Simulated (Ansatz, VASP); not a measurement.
HfC: programs and potentials compared

```
CELL_PARAMETERS angstrom
0.00000 2.32500 2.32500
2.32500 0.00000 2.32500
2.32500 2.32500 0.00000
ATOMIC_POSITIONS crystal
Hf 0.50000 0.50000 0.50000
C 0.00000 0.00000 0.00000
```

Alike in all runs: task band structure; functional PBE; k mesh 7 × 7 × 7; occupations fermi-dirac, width 0.05 eV; spin-orbit coupling, no magnetisation; with spin-orbit coupling. Pressure is positive in compression and, in plane waves, holds the error of the finite cutoff, which Ansatz's Pulay term estimates and takes out.

```tsv
program and potentials	plane-wave cutoff (eV)	notes	pressure (GPa)
Ansatz, Ansatz PAW	420	15 valence electrons an atom on average; Pulay term of +0.24 GPa included	-0.41
VASP, PBE PAW files C, Hf_pv, 520 eV	520	7 valence electrons an atom on average	-0.56
Ansatz, all-electron LAPW, relativistic spinors	-	-	-0.34
```

The pressure spans -0.56 (VASP, PBE PAW files C, Hf_pv, 520 eV) to -0.34 GPa (Ansatz, all-electron LAPW, relativistic spinors), with all-electron results at -0.34.

The functional is the same throughout but for its coding, so the spread measures potentials, basis and numerics; runs on potential files found faulty are left out.
